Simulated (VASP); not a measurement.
# HfB2 (P6/mmm) in VASP: further runs

The runs below take HfB2 through single point, relaxation of cell and atoms, with PBEsol.

Everything below comes from runs of VASP 6.6.1. Logs are shortened: lines on timing, memory, paths and dates and some standing lists are left out, and cuts for length are marked.

## 1. Starting point

It takes space group P6/mmm (No. 191, hexagonal). Conventional cell: a = 3.145 Å, b = 3.145 Å, c = 3.487 Å, α = 90.00°, β = 90.00°, γ = 120.00°. Hf (site symmetry 6/mmm) is surrounded by 12 B at 2.52 Å. B (site symmetry -6m2) is surrounded by 3 B at 1.82 Å.

## 2. Single point, PBEsol (relaxed again under DFT PBEsol, scalar-relativistic, plane waves, PAW)

Input file INCAR:

```
SYSTEM = HfB2
ALGO     = Normal         ! electronic algorithm
EDIFF    = 1E-6           ! SCF threshold, eV
ENCUT    = 520            ! plane-wave cutoff, eV
GGA      = PS             ! functional
ISIF     = 2              ! what is computed and relaxed
ISMEAR   = 0              ! smearing method
LASPH    = .TRUE.         ! aspherical terms in the spheres
LCHARG   = .FALSE.        ! write CHGCAR
LREAL    = .FALSE.        ! projectors in reciprocal space
LWAVE    = .FALSE.        ! write WAVECAR
NBANDS   = 15             ! bands
NELM     = 100            ! most SCF steps
PREC     = Accurate       ! precision mode
SIGMA    = 0.1            ! smearing width, eV
```

Input file KPOINTS:

```
k-points
0
G
  15 15 12
  0 0 0
```

Input file POSCAR:

```
HfB2
1.0
    3.1273506625      0.0000000000      0.0000000000
   -1.5636753312      2.7083651202      0.0000000000
    0.0000000000      0.0000000000      3.4471463546
Hf B
1 2
Direct
    0.0000000000      0.0000000000      0.0000000000
    0.3333333333      0.6666666667      0.5000000000
    0.6666666667      0.3333333333      0.5000000000
```

Potentials or basis: VASP PAW PBE potentials, release 64 (Hf_pv, B).

The run is started by

```bash
cat potpaw_PBE.64/Hf_pv/POTCAR potpaw_PBE.64/B/POTCAR > POTCAR
mpirun -np 1 vasp_std > vasp.out
```

OUTCAR:

```text
SYSTEM = HfB2
   EDIFF = 1E-6
   ENCUT = 520
   GGA = PS
   ISIF = 2
   ISMEAR = 0
   LASPH = .TRUE.
   LREAL = .FALSE.
   NELM = 100
   PREC = Accurate

 ion  position               nearest neighbor table
   1  0.000  0.000  0.000-   2 2.50   3 2.50   2 2.50   3 2.50   2 2.50   2 2.50   3 2.50   3 2.50
                             3 2.50   3 2.50   2 2.50   2 2.50
   2  0.333  0.667  0.500-   3 1.81   3 1.81   3 1.81   1 2.50   1 2.50   1 2.50   1 2.50   1 2.50
                             1 2.50
   3  0.667  0.333  0.500-   2 1.81   2 1.81   2 1.81   1 2.50   1 2.50   1 2.50   1 2.50   1 2.50
                             1 2.50

  LATTYP: Found a hexagonal cell.
 ALAT       =     3.1273506625
 C/A-ratio  =     1.1022577020

  Lattice vectors:

 A1 = (   3.1273506625,   0.0000000000,   0.0000000000)
 A2 = (  -1.5636753312,   2.7083651202,   0.0000000000)
 A3 = (   0.0000000000,   0.0000000000,   3.4471463546)

Analysis of symmetry for initial positions (statically):
=====================================================================
 Subroutine PRICEL returns:
 Original cell was already a primitive cell.

 Routine SETGRP: Setting up the symmetry group for a
 hexagonal supercell.

 Subroutine GETGRP returns: Found 24 space group operations
 (whereof 24 operations were pure point group operations)
 out of a pool of 24 trial point group operations.

The static configuration has the point symmetry D_6h.

Analysis of symmetry for dynamics (positions and initial velocities):
=====================================================================
 Subroutine PRICEL returns:
 Original cell was already a primitive cell.

 Routine SETGRP: Setting up the symmetry group for a
 hexagonal supercell.

 Subroutine GETGRP returns: Found 24 space group operations
 (whereof 24 operations were pure point group operations)
 out of a pool of 24 trial point group operations.

The dynamic configuration has the point symmetry D_6h.

 Subroutine INISYM returns: Found 24 space group operations
 (whereof 24 operations are pure point group operations),
 and found     1 'primitive' translations

----------------------------------------------------------------------------------------

                                     Primitive cell

  volume of cell :      29.1974

  direct lattice vectors                    reciprocal lattice vectors
     3.127350663  0.000000000  0.000000000     0.319759473  0.184613218  0.000000000
    -1.563675331  2.708365120  0.000000000     0.000000000  0.369226436  0.000000000
     0.000000000  0.000000000  3.447146355     0.000000000  0.000000000  0.290095023

  length of vectors
     3.127350663  3.127350662  3.447146355     0.369226436  0.369226436  0.290095023

  position of ions in fractional coordinates (direct lattice)
     0.000000000  0.000000000  0.000000000
     0.333333333  0.666666667  0.500000000
     0.666666667  0.333333333  0.500000000

  ion indices of the primitive-cell ions
   primitive index   ion index
                 1           1
                 2           2
                 3           3

----------------------------------------------------------------------------------------

 KPOINTS: k-points

Automatic generation of k-mesh.
 Grid dimensions read from file:
 generate k-points for:   15   15   12

 Generating k-lattice:

  Cartesian coordinates                     Fractional coordinates (reciprocal lattice)
     0.021317298  0.012307548  0.000000000     0.066666667 -0.000000000  0.000000000
     0.000000000  0.024615096  0.000000000     0.000000000  0.066666667  0.000000000
     0.000000000  0.000000000  0.024174585     0.000000000  0.000000000  0.083333333

  Length of vectors
     0.024615096  0.024615096  0.024174585

  Shift w.r.t. Gamma in fractional coordinates (k-lattice)
     0.000000000  0.000000000  0.000000000

 Subroutine IBZKPT returns following result:
 ===========================================

 Found    189 irreducible k-points:

 Following reciprocal coordinates:
            Coordinates               Weight
  0.000000  0.000000  0.000000      1.000000
  0.066667  0.000000  0.000000      6.000000
  0.133333 -0.000000  0.000000      6.000000
  0.200000 -0.000000  0.000000      6.000000
  0.266667 -0.000000  0.000000      6.000000
  0.333333  0.000000  0.000000      6.000000
[... 16 lines left out ...]
  0.333333  0.200000  0.000000     12.000000
  0.400000  0.200000  0.000000      6.000000
 [... further k-points ...]
   k-points           NKPTS =    189   k-points in BZ     NKDIM =    189   number of bands    NBANDS=     15
   number of dos      NEDOS =    301   number of ions     NIONS =      3
   total plane-waves  NPLWV =  16128
   dimension x,y,z NGX =    24 NGY =   24 NGZ =   28
   dimension x,y,z NGXF=    48 NGYF=   48 NGZF=   56
   ions per type =               1   2
   NGX,Y,Z   is equivalent  to a cutoff of  12.76, 12.76, 13.50 a.u.
   NGXF,Y,Z  is equivalent  to a cutoff of  25.52, 25.52, 27.01 a.u.
 SYSTEM =  HfB2
   PREC   = accura    normal or accurate (medium, high low for compatibility)
   ISTART =      0    job   : 0-new  1-cont  2-samecut
   ICHARG =      2    charge: 1-file 2-atom 10-const
   ISPIN  =      1    spin polarized calculation?
   LNONCOLLINEAR =      F non collinear calculations
   LSORBIT =      F    spin-orbit coupling
   LASPH  =      T    aspherical Exc in radial PAW
   ENCUT  =  520.0 eV  38.22 Ry    6.18 a.u.   5.81  5.81  6.41*2*pi/ulx,y,z
   NELM   =    100;   NELMIN=  2; NELMDL= -5     # of ELM steps
   EDIFF  = 0.1E-05   stopping-criterion for ELM
   LREAL  =      F    real-space projection
   EDIFFG = 0.1E-04   stopping-criterion for IOM
   NSW    =      0    number of steps for IOM
   IBRION =     -1    ionic relax: 0-MD 1-quasi-New 2-CG
   NFREE  =      0    steps in history (QN), initial steepest desc. (CG)
   ISIF   =      2    stress and relaxation
   ISYM   =      2    0-nonsym 1-usesym 2-fastsym
   POTIM  = 0.5000    time-step for ionic-motion
   TEBEG  =    0.0;   TEEND  =   0.0 temperature during run
   PSTRESS=    0.0 pullay stress
   NELECT =      16.0000    total number of electrons
   NUPDOWN=      -1.0000    fix difference up-down
   EMIN   =  10.00;   EMAX   =-10.00  energy-range for DOS
   EFERMI =   0.00;   METHOD = LEGACY
   ISMEAR =     0;   SIGMA  =   0.10  broadening in eV -4-tet -1-fermi 0-gaus
   EFERMI_NEDOS =   21; number of points for ismear=-14 and -15
   IALGO  =     38    algorithm
   IMIX   =      4    mixing-type and parameters
     AMIX     =   0.40;   BMIX     =  1.00
     AMIX_MAG =   1.60;   BMIX_MAG =  1.00
  volume/ion in A,a.u.               =       9.73        65.68
  Fermi-wavevector in a.u.,A,eV,Ry     =   1.339678  2.531624 24.418869  1.794736
  Thomas-Fermi vector in A             =   2.468051
   LORBIT       =      0    0 simple, 1 ext, 2 COOP (PROOUT), +10 PAW based schemes
   GGA     = PS    functional components
   LHFCALC =     F    Hartree Fock is set to
   AEXX    =    0.0000 exact exchange contribution
   IVDW    =     0    specifies the selected vdW correction
   LEPSILON=     F    determine dielectric tensor
   LRPA    =     F    only Hartree local field effects (RPA)
 non-spin polarized calculation
 Gauss-broadening in eV      SIGMA  =   0.10
  energy-cutoff  :      520.00
  volume of cell :       29.20
 maximum number of plane-waves:       798
 NGX is ok and might be reduce to    24
   NGX = 11   NGY = 11   NGZ = 13

 number of electron      15.9999999 magnetization

 Free energy of the ion-electron system (eV)
  ---------------------------------------------------
  ext. energy  EPLUGINS =         0.00000000
  ---------------------------------------------------
  free energy    TOTEN  =       -27.86626677 eV

  energy without entropy =      -27.86509672  energy(sigma->0) =      -27.86568174

 E-fermi :   7.7079     XC(G=0): -12.7645

 val. band max:        7.6976467773   @ k =   0.4000   0.1333   0.0000
 cond. band min:       7.7447629635   @ k =   0.1333   0.1333   0.2500
 fundamental gap:      0.0471161862
 Fermi energy:         7.7079213198

 k-point     1 :       0.0000    0.0000    0.0000
  band No.  band energies     occupation
      1     -22.8218      2.00000
      2     -22.3007      2.00000
      3     -22.3007      2.00000
      4      -6.1310      2.00000
      5       4.6300      2.00000
      6       4.7257      2.00000
      7       4.7257      2.00000
      8       4.9948      2.00000
      9      11.7678      0.00000
     10      11.7678      0.00000
     11      12.4983      0.00000
     12      12.4983      0.00000
     13      12.7232      0.00000
     14      12.7232      0.00000
     15      12.8007      0.00000

 k-point     2 :       0.0667    0.0000    0.0000
  band No.  band energies     occupation
      1     -22.8157      2.00000
      2     -22.3382      2.00000
      3     -22.3090      2.00000
      4      -6.0326      2.00000
      5       4.4494      2.00000
      6       4.7243      2.00000
      7       4.7285      2.00000
      8       4.9026      2.00000
      9      11.5757      0.00000
     10      11.6981      0.00000
     11      11.8819      0.00000
     12      11.9031      0.00000
     13      13.1086      0.00000
     14      13.4812      0.00000
     15      13.6197      0.00000
[... 365 lines left out ...]
      3     -22.6500      2.00000
      4      -2.1961      2.00000
      5      -0.3141      2.00000
      6       1.6749      2.00000
      7       4.0518      2.00000
      8       6.8566      2.00000
      9       7.4696      1.99925
     10       9.9990      0.00000
     11      13.0947      0.00000
     12      14.7476      0.00000
     13      16.2186      0.00000
     14      17.6701      0.00000
     15      17.9716      0.00000

 k-point    24 :       0.4000    0.2000    0.0000
  band No.  band energies     occupation
      1     -23.0119      2.00000
      2     -22.6688      2.00000
      3     -22.6687      2.00000
      4      -1.4675      2.00000
      5      -1.0580      2.00000
      6       1.5670      2.00000
      7       4.0933      2.00000
      8       6.6354      2.00000
      9       7.4306      1.99991
     10      10.7153      0.00000
     11      12.3643      0.00000
     12      14.7151      0.00000
     13      16.7732      0.00000
     14      17.9111      0.00000
     15      18.3538      0.00000

 [... further k-points ...]

------------------------ aborting loop because EDIFF is reached ----------------------------------------

  FORCE on cell =-STRESS in cart. coord.  units (eV):
  Direction    XX          YY          ZZ          XY          YZ          ZX
  --------------------------------------------------------------------------------------
  -------------------------------------------------------------------------------------
  Total       -0.0330655     -0.0330655      0.0292853     -0.0000000     -0.0000000     -0.0000000
  in kB       -1.8144357     -1.8144357      1.6070028     -0.0000000     -0.0000000     -0.0000000
  external PRESSURE =      -0.6739562 kB  Pullay stress =       0.0000000 kB

 VOLUME and BASIS-vectors are now :
 -----------------------------------------------------------------------------
  energy-cutoff  :      520.00
  volume of cell :       29.20
      direct lattice vectors                 reciprocal lattice vectors
     3.127350663  0.000000000  0.000000000     0.319759473  0.184613218  0.000000000
    -1.563675331  2.708365120  0.000000000     0.000000000  0.369226436  0.000000000
     0.000000000  0.000000000  3.447146355     0.000000000  0.000000000  0.290095023

 POSITION                                       TOTAL-FORCE (eV/Angst)
 -----------------------------------------------------------------------------------
      0.00000      0.00000      0.00000         0.000000      0.000000      0.000000
     -0.00000      1.80558      1.72357         0.000000      0.000000      0.000000
      1.56368      0.90279      1.72357        -0.000000      0.000000      0.000000
 -----------------------------------------------------------------------------------
    total drift:                               -0.000000      0.000000      0.000000

  FREE ENERGIE OF THE ION-ELECTRON SYSTEM (eV)
  ---------------------------------------------------
  free  energy   TOTEN  =       -27.8662667675 eV

  energy  without entropy=      -27.8650967218  energy(sigma->0) =      -27.86568174
```

It took 59 s on 1 thread of Intel Xeon Platinum 8375C at 2.90GHz (Ice Lake), shared host; peak memory 0.2 GiB.

What came out:

- Free energy: -27.8663 eV
- Pressure: -0.1 GPa
- Band gap on the k mesh: none (metal or under the smearing width)

Stress tensor (GPa, compression positive):
```
-0.18  0.00  0.00
 0.00 -0.18  0.00
 0.00  0.00  0.16
```

Levels at points of the mesh, in eV from the Fermi level:
| k point | band 6 | band 7 | band 8 | band 9 | band 10 | band 11 |
| --- | --- | --- | --- | --- | --- | --- |
| (0.00, 0.00, 0.00) | -2.98 | -2.98 | -2.71 | 4.06 | 4.06 | 4.79 |
| (0.00, 0.00, 0.50) | -1.21 | -1.21 | 0.22 | 0.22 | 0.97 | 0.97 |

Caveat: the PAW data sets were made with another functional, which shifts forces and pressure a little. The run has no spin-orbit coupling, so splittings on Hf are missing.

## 3. Relaxation of cell and atoms, PBEsol

Input file INCAR:

```
SYSTEM = HfB2
PREC = Accurate
ENCUT = 600
EDIFF = 1E-6
ISMEAR = 0
SIGMA = 0.1
LREAL = .FALSE.
LASPH = .TRUE.
NELM = 100
ALGO = Fast
ISIF = 3
LWAVE = .FALSE.
LCHARG = .FALSE.
GGA = PS
IBRION = 2
NSW = 70
EDIFFG = -0.005
```

Input file KPOINTS:

```
Automatic mesh
0
G
  15 15 12
  0 0 0
```

Input file POSCAR:

```
HfB2
1.0
    3.1450633627      0.0000000000      0.0000000000
   -1.5725316813      2.7237047686      0.0000000000
    0.0000000000      0.0000000000      3.4872976848
Hf B
1 2
Direct
    0.0000000000      0.0000000000      0.0000000000
    0.3333333333      0.6666666667      0.5000000000
    0.6666666667      0.3333333333      0.5000000000
```

Potentials or basis: VASP PAW PBE potentials, release 64 (Hf_pv, B).

The run is started by

```bash
cat potpaw_PBE.64/Hf_pv/POTCAR potpaw_PBE.64/B/POTCAR > POTCAR
mpirun -np 1 vasp_std > vasp.out
```

Wall time 5.9 min (1 thread of Intel Xeon Platinum 8375C at 2.90GHz (Ice Lake), shared host); peak memory 0.24 GiB.

It converged, with:

```yaml
Free_energy: -27.8687 eV
Relaxed_volume: 9.73 Å³/atom
Relaxed_cell: a = 3.126 Å, b = 3.126 Å, c = 3.449 Å, α = 90.00°, β = 90.00°, γ = 120.00°
Space_group_after_relaxing_to_0.05_Å: P6/mmm (No. 191)
Energy_gained_by_relaxing: 4.3 meV/atom
Ionic_steps: 7
Pressure_after_relaxing: -0.1 GPa
Band_gap_on_the_k_mesh: none (metal or under the smearing width)
```

Step by step:
| step | energy change (eV) | largest force (eV/Å) | pressure (GPa) | volume (Å³) |
| --- | --- | --- | --- | --- |
| 1 | 0.0000 | 0.0000 | -5.79 | 29.87 |
| 2 | 0.0085 | 0.0000 | 8.26 | 28.34 |
| 3 | -0.0127 | 0.0000 | 0.04 | 29.20 |
| 4 | -0.0127 | 0.0000 | 0.13 | 29.18 |
| 5 | -0.0130 | 0.0000 | 0.09 | 29.18 |
| 6 | -0.0130 | 0.0000 | 0.08 | 29.18 |
| 7 | -0.0130 | 0.0000 | -0.07 | 29.20 |

Final structure:
```yaml
crystal:
  lattice:
    - [3.12649, 0.00000, 0.00000]
    - [-1.56325, 2.70762, 0.00000]
    - [0.00000, 0.00000, 3.44932]
  atoms:
    - { symbol: Hf, position: [0.00000, 0.00000, 0.00000] }
    - { symbol: B, position: [0.33333, 0.66667, 0.50000] }
    - { symbol: B, position: [0.66667, 0.33333, 0.50000] }
```

Levels at points of the mesh, in eV from the Fermi level:
| k point | band 5 | band 6 | band 7 | band 8 | band 9 | band 10 | band 11 | band 12 |
| --- | --- | --- | --- | --- | --- | --- | --- | --- |
| (0.00, 0.00, 0.00) | -3.08 | -2.97 | -2.97 | -2.72 | 4.06 | 4.06 | 4.78 | 4.78 |
| (0.00, 0.00, 0.50) | -8.46 | -1.20 | -1.20 | 0.23 | 0.23 | 0.97 | 0.97 | 2.32 |

Caveat: the PAW data sets were made with another functional, which shifts forces and pressure a little.
